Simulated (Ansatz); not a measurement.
**KF (Carobbiite) under changes of volume**

One of the cells (19.074 Å³/atom); the others are scaled copies at fixed shape and fractional positions:

```xyz
2
Lattice="0.0000 2.6719 2.6719 2.6719 0.0000 2.6719 2.6719 2.6719 0.0000" Properties=species:S:1:pos:R:3 pbc="T T T"
K     0.0000    0.0000    0.0000
F     2.6719    2.6719    2.6719
```

```yaml
Program: Ansatz 0.2.0
Functional: PBEsol
Potentials_or_basis: all-electron LAPW, scalar-relativistic
Cutoff: 203 eV (chosen from the basis error)
Basis_error_allowed: 0.001 eV/atom
k_mesh: 9 × 9 × 9
Occupations: fermi-dirac, width 0.05 eV
Spin: no spin polarisation
```

```tsv
volume (Å³/atom)	energy over the lowest point (meV/atom)	pressure (GPa)	gap on the mesh (eV)
17.929	3.36	1.5	6.36
18.311	0.77	0.7	6.25
18.692	0.00	0.0	6.14
19.074	0.83	-0.7	6.04
19.455	3.09	-1.2	5.94
19.837	?	?	?
20.218	11.23	-2.2	5.76
```

Question: What does the run at 19.837 Å³/atom give?

Answer: Energy over the lowest point 6.60 meV/atom; pressure -1.7 GPa; gap on the mesh 5.85 eV.

Worked out: A Birch-Murnaghan fit of order 3 (a polynomial in V^(-2/3)) to the other rows has its minimum at 18.68 Å³/atom with B0 = V·E''(V) = 33 GPa and B' = 5.0. It gives 6.61 meV/atom at 19.837 Å³/atom, against the run's 6.60, and -dE/dV = -1.7 GPa, against -1.7. A straight line through the other rows of the gap, of slope -5 eV per unit of ln V (its deformation potential), gives 5.85 eV, against the run's 5.85.

Energies are extrapolated to zero smearing.

Caveats: an odd mesh through Γ misses points on the zone boundary, where band edges often lie.

The runs don't all hold the same shells in valence.
